# Tungsten planes pushed the other way, and further

In body-centred tungsten, every second atomic plane of the (110) kind slides one way along [001], a direction within the planes, and the planes between them slide the other way, while the cell keeps its size and shape. The amplitude $u$ is the displacement of each atom from its site. For each frozen pattern a density functional calculation gives the energy change, the force along the mode (the force that acts on $u$) and the pressure. The displaced patterns have lower symmetry than the undisturbed crystal. Two rows with negative $u$ are still open.

Frozen phonon mode in bcc tungsten (undisturbed crystal: space group Im-3m, a = 3.184 Å; two atoms in the cell), calculated with Ansatz 0.2.0 using scalar-relativistic plane-wave PAW and PBE, without spin polarisation; cutoff 420 eV, k mesh 22×22×14, Gaussian smearing of 0.15 eV. Energies are free energies relative to the undisturbed cell; pressure is positive in compression.

| amplitude (Å of the largest displacement) | energy change (meV a cell) | force along mode (eV/Å) | pressure (GPa) |
| --- | --- | --- | --- |
| -0.3 | ? | ? | ? |
| -0.15 | ? | ? | ? |
| 0 | 0.0 | 0.000 | 0.09 |
| 0.0375 | 15.3 | -0.841 | 0.40 |
| 0.075 | 64.7 | -1.832 | 1.33 |
| 0.1125 | 153.5 | -2.914 | 2.85 |
| 0.1875 | 461.7 | -5.320 | 7.42 |
| 0.225 | 681.5 | -6.295 | 10.23 |
| 0.2625 | 928.9 | -6.822 | 13.08 |

## (a) Does it matter which way the planes are pushed?

**Solution.** Begin with the undisturbed crystal, in which all tungsten sites are equivalent. Slide the whole crystal by the step from an atom to a neighbour in the next plane. The crystal looks the same as before, but a plane that was due to move one way now stands where the other kind stood. The pattern $+u$ has become $-u$, so both must have the same energy and the same pressure.

The force is the downhill slope of the energy, so it keeps its size and changes its sign. It is negative for positive $u$ and pulls the atoms home; for negative $u$ it must be positive. The same question settles neighbouring cases: is there a symmetry of the undisturbed crystal that turns the pattern into its reverse? Without one, the two directions may differ.

The pressure shows what this rule does at small amplitude. A term proportional to $u$ would change sign on reversal and is forbidden, so the first allowed term is $u^2$. Doubling the amplitude from 0.0375 to 0.075 Å indeed raises the excess over the undisturbed cell fourfold, from 0.31 to 1.24 GPa.

The excess is positive because the mode becomes stiffer when the crystal is compressed, so the displaced atoms press for more room. From the smallest displacement, a volume smaller by 1 % raises the frequency by roughly 2.4 %. A cell free to expand would relieve this pressure and lower the energies of the displaced rows.

## (b) What are the values at −0.15 and −0.30 Å?

**Solution.** The two rows are different tasks. The mirror image of −0.15 Å lies between known rows, and the mean size of the forces at 0.1125 and 0.1875 Å, 4.12 eV/Å, is already a good estimate. The mirror image of −0.30 Å lies beyond the last known row, so there the shape of the curve has to be continued.

Two limits guide that shape. For very small $u$ the crystal acts as a spring, with a force proportional to $u$. Along [001] each plane repeats after 3.184 Å. Neighbouring planes move in opposite directions, so each has to travel only a quarter of this, 0.796 Å, to reach the position halfway between two equivalent arrangements. There the atoms of one plane stand directly above those of the next, the pushes from both sides cancel and the force is zero again. Somewhere in between, the restoring force must stop growing.

The known rows show the approach to this turn. The restoring force first grows by 22 eV/Å for each ångström of displacement, then by 32 between 0.1125 and 0.1875 Å, and by only 14 in the last known step. Each atom has four nearest neighbours in the adjacent planes; the slide brings two of them closer and takes the other two away. The shortest W–W distance falls from 2.757 Å at rest to 2.491 Å in the last known row. The short contacts also turn upright as the planes slide, so a further step closes them less: by 0.043 Å in the first step of 0.0375 Å, but by only 0.033 Å in the last. This turning is expected to weaken the restoring force on the way to the halfway position. It is gradual, though, while the growth of the force drops abruptly in the last known step, so the turning may not be the whole reason for the bend. The early stiffening needs another cause. A repulsion that rises steeply at short distance and a rearrangement of the electrons are both candidates, and these data don't separate them.

The reversal rule leaves only odd powers in the force:

$$F(u) = c_1u + c_3u^3 + c_5u^5 + c_7u^7 .$$

The four coefficients were fitted to the forces of the seven known rows; $c_1$ estimates the spring constant near rest, with its sign reversed, while the higher ones serve only to describe the curve. A single quartic term in the energy, which means stopping at $u^3$, would not do: it can stiffen the spring or soften it, but not first one and then the other. Adding up the fitted force along the path gives the energy, and this reproduces the known energies within 2 meV although none of them entered the fit. The pressure was fitted in the same way with even powers up to $u^6$.

The energy at −0.30 Å can be checked by hand. By the reversal rule, start from the 928.9 meV at 0.2625 Å and add the work of one more step of 0.0375 Å. The series puts the force there at about 6.8 eV/Å, nearly the same as at the start of the step. The work is $0.0375 \times 6.8 = 0.255$ eV, and the total is about 1184 meV, close to the value from the full series.

The forecasts are the values of the series, with ranges set by judgement:

| Amplitude (Å) | Energy change (meV a cell) | Force (eV/Å) | Pressure (GPa) |
|---|---|---|---|
| −0.15 | 286 ± 3 | +4.13 ± 0.05 | 4.91 ± 0.05 |
| −0.30 | 1187 ± 15 | +6.8 ± 0.5 | 15.6 ± 0.4 |

In words, at −0.30 Å the force should be about as large as at 0.2625 Å, while the energy still climbs.

## (c) How do the forecasts compare with the calculation?

The withheld rows as computed:

| amplitude (Å of the largest displacement) | energy change (meV a cell) | force along mode (eV/Å) | pressure (GPa) |
| --- | --- | --- | --- |
| -0.3 | 1187.1 | 6.925 | 15.78 |
| -0.15 | 285.5 | 4.114 | 4.89 |

**Solution.** All six values fall within their ranges, and both forces are positive. At −0.15 Å the computed force is 4.114 eV/Å, almost exactly the mean taken from the mirrored neighbours. The reversal rule follows from a symmetry that the calculation shares, so this agreement is mainly a check on the interpolation between the known rows.

At −0.30 Å the force has nearly levelled off, as forecast. It is 0.10 eV/Å larger than at 0.2625 Å, whereas the step before had added 0.53. The series gave a value 2 % below the computed one, and its pressure was 1 % too low. In both cases the polynomial continued the bend of the known curve a little too strongly.

The energy at −0.30 Å agrees within 1 meV, which is better than the force forecast deserves. The summed force was about 1 meV too high at 0.2625 Å, and the force that was too weak in the last step took this excess away.

The shorter series show where the risk lay. At −0.15 Å, stopping at $u^3$ or $u^5$ changes the force by no more than 0.05 eV/Å. At −0.30 Å the first gives 8.0 and the second 6.3 eV/Å, against a computed 6.9. Between known rows the symmetry and a smooth curve are enough; beyond them the answer depends on how well the turn of the force has been caught. The output below lists the fits and their misses.

Output of the analysis:

```
fit of force_along_mode on 7 rows: coefficient of u -22.48 +/- 0.24, coefficient of u**3 -339.6 +/- 28, coefficient of u**5 5613 +/- 814, coefficient of u**7 -20648 +/- 6749; rms 0.00955, worst 0.0375 -0.0197, leave-one-out rms 0.0449
  rows outside the fit (model, value, miss): -0.3 6.79, 6.925, -0.135; -0.15 4.128, 4.114, 0.014
fit of force_along_mode on 7 rows: coefficient of u -23.05 +/- 0.28, coefficient of u**3 -258.5 +/- 14, coefficient of u**5 3139 +/- 158; rms 0.0194, worst 0.0375 -0.0369, leave-one-out rms 0.0871
  rows outside the fit (model, value, miss): -0.3 6.267, 6.925, -0.658; -0.15 4.092, 4.114, -0.0222
fit of force_along_mode on 7 rows: coefficient of u -27.37 +/- 1.5, coefficient of u**3 8.207 +/- 29; rms 0.194, worst 0.1875 0.242, leave-one-out rms 0.43
  rows outside the fit (model, value, miss): -0.3 7.99, 6.925, 1.07; -0.15 4.078, 4.114, -0.0358
fit of pressure on 7 rows: constant 0.0899 +/- 0.0015, coefficient of u**2 221.9 +/- 0.32, coefficient of u**4 -269.5 +/- 12, coefficient of u**6 -3117 +/- 108; rms 0.00139, worst 0.1875 0.00235, leave-one-out rms 0.0108
  rows outside the fit (model, value, miss): -0.3 15.61, 15.78, -0.175; -0.15 4.911, 4.89, 0.0206
Energy from the integrated force series, meV a cell:
     row  from force  computed     miss
    -0.3        1187      1187  -0.2278
   -0.15       285.9     285.5   0.4431
     0.0           0         0        0
  0.0375       15.97      15.3   0.6749
   0.075       65.76      64.7    1.061
  0.1125       154.1     153.5   0.5567
  0.1875       463.5     461.7    1.773
   0.225       682.3     681.5   0.8208
  0.2625       929.9     928.9    1.011
Energy at -0.30 Å from the series stopped at u^5, meV a cell: 1179
Slope of restoring force from 0 to 0.0375 Å, eV/Å^2: 22.43
Slope of restoring force from 0.1125 to 0.1875 Å, eV/Å^2: 32.08
Slope of restoring force from 0.225 to 0.2625 Å, eV/Å^2: 14.05
Mean size of the forces at 0.1125 and 0.1875 Å, eV/Å: 4.117
Harmonic energy at 0.2625 Å scaled up from 0.0375 Å, meV a cell: 749.7
Mode Grüneisen parameter from the row at 0.0375 Å: 2.373
```
